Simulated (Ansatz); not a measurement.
## In: what symmetry allows forces and stress to be

```
In
1.0
     1.68737    0.97420    8.54085
    -1.68737    0.97420    8.54085
     0.00000   -1.94841    8.54085
In
3
Direct
  0.00000 0.00000 0.00000
  0.77304 0.77304 0.77304
  0.22696 0.22696 0.22696
```

Method: Ansatz 0.2.0, DFT PBE, scalar-relativistic, plane waves, PAW.

Settings: cutoff 420 eV, Γ-centred mesh 15×15×15 on the computed 3-atom cell, Gaussian smearing of 0.10 eV; no spin polarisation.

This distorted cell has space group R-3m, with 12 operations.

**Question.** Without a calculation: in which directions can each atom feel a force?

**Answer.** A force must be left unchanged by every operation that keeps its atom in place, so it lies in the space that those operations leave fixed. Atoms that the group maps onto each other feel forces of one size.
```tsv
atom	site symmetry	operations at the site	equivalent to atom	allowed force (Cartesian)
In1	-3m	12	1	none
In2	3m	6	2	along (0.00, 0.00, 1.00)
In3	3m	6	2	along (0.00, 0.00, 1.00)
```

That leaves 1 independent force component of 9. A relaxation in this cell that keeps the symmetry moves the atoms in these directions alone.

**Question.** And the stress tensor?

**Answer.** It must be invariant under the point group, which leaves 2 independent components: yz, xz, xy vanish; xx = yy.

**Question.** Do the computed values obey this?

**Answer.** Yes. Forces (eV/Å):
```
In1  0.000  0.000  0.000
In2  0.000  0.000  0.259
In3  0.000  0.000 -0.259
```

Stress (GPa, compression positive, xx yy zz yz xz xy): -0.34 -0.34 -0.41 0.00 0.00 0.00. The program imposes the same operations on density, forces and stress, so this confirms the analysis and is no independent test of the calculation.

This form isn't the element's structure at ambient conditions.